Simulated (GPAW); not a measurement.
Runs of GPAW 26.7.0 on GaP. The structure is cubic, space group F-43m (No. 216). Conventional cell: a = 5.451 Å, b = 5.451 Å, c = 5.451 Å, α = 90.00°, β = 90.00°, γ = 90.00°. Around Ga (site symmetry -43m) lie 4 P at 2.36 Å. P (site symmetry -43m) is surrounded by 4 Ga at 2.36 Å. 

```tsv
task	level	potentials or basis	cell	k mesh	cutoff (eV)	eigensolver	maxiter	optimizer	fmax	max steps	gap on the mesh (eV)	pressure (GPa)	V0 of scaled cells (Å³/atom)	B0 (GPa)
equation of state	OLYP+D4	PAW data sets generated in the run's folder for this functional, pw	as given	8 × 8 × 8	600	davidson	150	-	-	-	-	-	(c)	96
relaxation of cell and atoms	PBEsol	PAW data sets generated in the run's folder for this functional, pw	relaxed to 10 GPa	8 × 8 × 8	600	-	150	BFGS	0.02 eV/Å	60	1.36	10.0	-	-
equation of state	LDA	JTH PAW 2.0, LDA, pw	as given	8 × 8 × 8	600	-	150	-	-	-	-	-	(a)	90
single point	PBE	GPAW PAW data sets (gpaw-data 1.2.1), pw	as given	7 × 7 × 7	450	-	120	-	-	-	(b)	4.6	-	-
equation of state	LDA	the program's PAW data sets (release 1.2.1) made for this functional, pw	as given	8 × 8 × 8	600	-	150	-	-	-	-	-	20.07	92
equation of state	PBEint	PAW data sets generated in the run's folder for this functional, pw	as given	8 × 8 × 8	600	-	150	-	-	-	-	-	20.83	85
```

Alike in all rows: no spin polarisation; smearing fermi-dirac 0.05 eV.

Fill in the values left out.

(a) 19.56; (b) 1.61; (c) 19.59.

Caveats: the data sets keep Ga 3d, Li 1s and Be 1s frozen, and some such compounds lay over 1.5 % in volume off other programs (some runs); later steps reuse the first step's grids (some runs); the program truncates these outside data sets (some runs); the cutoff is short for stress and forces, so pressures can be off by a GPa or more (some runs); an odd mesh through Γ misses points on the zone boundary, where band edges often lie (some runs).

A k mesh can miss the band edges, and the runs leave out spin-orbit coupling on Ga.
